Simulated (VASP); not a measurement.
**Be$_{2}$C in VASP 6.6.1, single-point calculation**

INCAR

```
LASPH = .TRUE.
PREC = Accurate
EDIFF = 1E-7
ISIF = 2
NSW = 0
LREAL = .FALSE.
ENCUT = 520
NELM = 92
SIGMA = 0.6
GGA = PE
LCHARG = .FALSE.
LWAVE = .FALSE.
IBRION = -1
ISMEAR = 1
NBANDS = 11
```

KPOINTS

```
KPOINTS created by Atomic Simulation Environment
0
Gamma
10 10 10
0 0 0
```

POSCAR

```
C  Be
 1.0000000000000000
     0.0000000000000000    2.1604856385000000    2.2144977794999998
     2.1604856385000000    0.0000000000000000    2.2144977794999998
     2.1604856385000000    2.1604856385000000    0.0000000000000000
 C   Be
   1   2
Cartesian
  0.0000000000000000  0.0000000000000000  0.0000000000000000
  1.0802428192500000  1.0802428192500000  1.1072488897499997
  3.2407284577500000  3.2407284577500000  3.3217466692499991
```

The recommended PBE PAW datasets give the neutral cell 8 valence electrons.

Command

```
mpirun -np 1 vasp_std
```

**Question.** Predict the outcome of this run.

**Answer.** It converged. Results: gap between bands v and c on the k mesh 0.97 eV; least direct gap on the k mesh 3.91 eV; pressure -3.4 GPa. Band v is the last that the valence electrons fill when counted band by band, and c is the next.

OSZICAR

```
N       E                     dE             d eps       ncg     rms          rms(c)
DAV:   1     0.358157766296E+01    0.35816E+01   -0.40415E+03  2252   0.670E+02
DAV:   2    -0.177731631129E+02   -0.21355E+02   -0.20091E+02  3016   0.121E+02
DAV:   3    -0.185134822480E+02   -0.74032E+00   -0.73767E+00  2969   0.175E+01
DAV:   4    -0.185169947290E+02   -0.35125E-02   -0.35118E-02  2575   0.144E+00
DAV:   5    -0.185170124720E+02   -0.17743E-04   -0.17742E-04  2970   0.867E-02    0.528E+00
DAV:   6    -0.174931461315E+02    0.10239E+01   -0.31050E+00  2325   0.829E+00    0.207E+00
DAV:   7    -0.174451113977E+02    0.48035E-01   -0.17698E-01  2711   0.285E+00    0.126E+00
DAV:   8    -0.174363884794E+02    0.87229E-02   -0.11168E-02  2409   0.115E+00    0.220E-01
DAV:   9    -0.174361883092E+02    0.20017E-03   -0.29528E-04  2852   0.106E-01    0.125E-01
DAV:  10    -0.174361919310E+02   -0.36218E-05   -0.16556E-04  2562   0.847E-02    0.117E-02
DAV:  11    -0.174361916653E+02    0.26562E-06   -0.20664E-05  2644   0.233E-02    0.291E-03
DAV:  12    -0.174361915889E+02    0.76423E-07   -0.83285E-07  2668   0.644E-03
   1 F= -.17436192E+02 E0= -.17437722E+02  d E =0.459075E-02
```

Standard output (part)

```
POSCAR found type information on POSCAR C Be
 POSCAR found :  2 types and       3 ions
 LDA part: xc-table for (Slater+PW92), standard interpolation
 POSCAR, INCAR and KPOINTS ok, starting setup
 WAVECAR not read
 entering main loop
```

One setting is odd (smearing far too wide), but here it hardly changes the result.

On sound settings PBE gives a gap of 0.97 eV on its mesh and a pressure of -3.4 GPa for the intended cell. This run's energy (σ→0) differs from it by 0 meV an atom.
